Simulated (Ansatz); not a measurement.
The system is AgCl (Chlorargyrite).

```
Ag Cl
1.0
     0.00000    2.73500    2.73500
     2.73500    0.00000    2.73500
     2.73500    2.73500    0.00000
Ag Cl
1 1
Direct
  0.00000 0.00000 0.00000
  0.50000 0.50000 0.50000
```

Base run:

| Quantity | Value |
| --- | --- |
| Program | Ansatz 0.2.0 |
| Functional | PBEsol |
| Potentials or basis | Ansatz PAW |
| Cutoff | 420 eV |
| Density cutoff | 1680 eV |
| k mesh | 8 × 8 × 8 |
| Occupations | fermi-dirac, width 0.05 eV |
| Spin | no spin polarisation |
| Hubbard terms | Ag d U = 4 eV |

Its results: band gap on the k mesh 1.48 eV, indirect (least direct gap 3.25 eV); pressure 0.2 GPa.

The run is repeated on the same cell with these changes: hubbard terms from Ag d U = 4 eV to Ag d U = 1 eV. What comes out?

Band gap on the k mesh 0.95 eV, indirect (least direct gap 3.23 eV); pressure -0.4 GPa.

Caveats: the PAW data sets come from PBE, with cores solved anew for the run's functional, which leaves a small shift of forces and pressure; the density of states is complete only up to the lowest level of the last band computed.

A k mesh can miss the band edges.

Not every run made on this cell is shown here.
